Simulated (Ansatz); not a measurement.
C₃H₆O (`CCC=O`): measurement beside calculation (Ansatz, PBE0-D4/def2-TZVP geometry).

Z-matrix (Å, degrees):
```
C
C 1 1.524
H 1 1.091 2 110.8
H 1 1.093 2 111.3 3 119.8
H 1 1.092 2 111.1 3 -120.0
C 2 1.499 1 111.6 3 -175.3
H 2 1.091 1 112.2 3 62.4
H 2 1.098 1 109.4 3 -57.3
O 6 1.200 2 125.2 1 -126.5
H 6 1.115 2 114.5 1 53.2
```

Measured: 16669.62642 ± 0.000154 MHz (A, syn conformer, ground vibrational state v=0, millimeter/submillimeter wave spectroscopy); 5893.503711 ± 4.9e-05 MHz (B, syn conformer, ground vibrational state v=0, millimeter/submillimeter wave spectroscopy); 4598.982111 ± 4.8e-05 MHz (C, syn conformer, ground vibrational state v=0, millimeter/submillimeter wave spectroscopy). Source: Millimeter and Submillimeter Wave Spectroscopy of Propanal, 2017 (arxiv:1707.02148).

```json
{"constant": "A", "measured (MHz)": "16670", "computed (MHz)": "26257", "error (%)": "57.5"}
{"constant": "B", "measured (MHz)": "5894", "computed (MHz)": "4360", "error (%)": "-26.0"}
{"constant": "C", "measured (MHz)": "4599", "computed (MHz)": "4196", "error (%)": "-8.8"}
```

Computed constants are equilibrium values for the main isotopes; measured ground-state ones include zero-point motion, which usually lowers them by up to about 1 %. All levels miss by much here, so the measurement may belong to another conformer or state, or be off; this wasn't checked.

Measured: 9.9997 ± 0.0006 eV (ionisation energy: adiabatic ionisation energy, cis conformer, VUV-MATI). Source: Conformational Structures of Neutral and Cationic Pivaldehyde Revealed by IR-Resonant VUV-MATI Mass Spectroscopy, 2022 (pmc:9735833).

```
                level  vertical IE (eV)  minus measured (eV)
    PBE-D4/def2-TZVPP              9.65                -0.35
 r2SCAN-D4/def2-TZVPP              9.66                -0.34
   PBE0-D4/def2-TZVPP              9.82                -0.18
  B3LYP-D4/def2-TZVPP              9.92                -0.08
   ωB97X-V/def2-TZVPP              9.93                -0.07
   ωB97M-V/def2-TZVPP              9.94                -0.06
    B2PLYP/def2-TZVPP              9.96                -0.04
        HF/def2-TZVPP              8.67                -1.33
       MP2/def2-TZVPP             10.46                 0.47
      CCSD/def2-TZVPP              9.94                -0.06
   CCSD(T)/def2-TZVPP              9.99                -0.01
        HF/def2-QZVPP              8.67                -1.33
       MP2/def2-QZVPP             10.56                 0.56
         HF/CBS(def2)              8.67                -1.33
        MP2/CBS(def2)             10.64                 0.64
       CCSD/CBS(def2)             10.11                 0.11
    CCSD(T)/CBS(def2)             10.16                 0.16
−ε(HOMO), LDA (SPW92)              5.92                -4.08
        −ε(HOMO), PBE              5.78                -4.22
     −ε(HOMO), revPBE              5.73                -4.27
       −ε(HOMO), BLYP              5.73                -4.27
     −ε(HOMO), r2SCAN              6.08                -3.92
     −ε(HOMO), B97M-V              6.27                -3.73
       −ε(HOMO), PBE0              7.38                -2.62
      −ε(HOMO), B3LYP              7.16                -2.84
    −ε(HOMO), r2SCANh              6.69                -3.31
    −ε(HOMO), r2SCAN0              7.59                -2.41
      −ε(HOMO), HSE06              6.97                -3.03
      −ε(HOMO), BHLYP              8.95                -1.05
  −ε(HOMO), CAM-B3LYP              8.86                -1.14
    −ε(HOMO), LC-ωPBE             10.14                 0.14
    −ε(HOMO), ωB97X-V              9.84                -0.16
    −ε(HOMO), ωB97M-V              9.79                -0.21
```

Computed values are vertical and leave out zero-point energy and spin–orbit coupling, so an adiabatic measurement lies lower by the cation's relaxation.

Measured: 135.1 cm⁻¹ (nu24 aldehyde torsion fundamental, syn conformer, far-infrared spectroscopy); 219.9 cm⁻¹ (nu23 methyl torsion fundamental (A''), syn conformer, far-infrared spectroscopy). Source: Millimeter and Submillimeter Wave Spectroscopy of Propanal, 2017 (arxiv:1707.02148).

Harmonic PBE0-D4 wavenumbers (cm⁻¹, unscaled): 76, 213, 325, 513, 760, 879, 921, 1037, 1138, 1161, 1270, 1324, 1403, 1421, 1457, 1492, 1497, 1845, 2870, 3036, 3054, 3113, 3133, 3138. Fundamentals include anharmonicity and usually lie a few per cent under these; harmonic values from spectra compare directly.

B3LYP here is the variant with VWN-RPA as its local correlation; programs differ in this.
